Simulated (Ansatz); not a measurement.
## A decomposition energy, worked out: Si3C

Method: DFT PBE, scalar-relativistic, plane waves, PAW (Ansatz 0.2.0). Settings: cutoff 420 eV, Γ-centred meshes spaced at most about 0.3 Å⁻¹, and about 0.25 Å⁻¹ or finer for metals (2π included), Gaussian smearing. No spin polarisation.

Energies over the elements count from the elements' standard structures at the same level, with no fitted energy shifts.

Temperature and zero-point effects are left out. The reference form of C is held partly by dispersion forces, which this level lacks.

A trial structure of Si3C (reached from: Si and C ordered on diamond sites; relaxed: space group P-4m2 (No. 115), a = 3.440 Å, c = 5.027 Å) has a formation energy of 0.277 eV/atom. It holds Si–Si nets (shortest 2.28 Å). At its composition the lowest mixture among the elements and 2 reference phases computed alike (others may be missing) consists of these:

| phase | source | ΔE_f (eV/atom) |
| --- | --- | --- |
| Si (solid) | element | -0.001 |
| SiC (P6_3mc) | Materials Project | -0.204 |

The lowest database cell of Si (-0.001) lies slightly below the reference, hence the non-zero entry.

Problem. Write the balanced decomposition and find its energy per atom, per formula unit and per mole of formula units.

Solution. Balancing Si and C gives Si3C → 2 Si + SiC. The left side holds 4 atoms, and the products take 2/4 (Si) and 2/4 (SiC) of them. The mixture therefore lies at 2/4 × (-0.001) + 2/4 × (-0.204) = -0.103 eV/atom. The reaction energy is -0.103 − (0.277) = -0.380 eV/atom. Times 4 atoms that is -1.520 eV per Si3C, and times 96.485 it is -147 kJ per mole of Si3C. Decomposition is downhill, so the trial structure is unstable against this mixture.
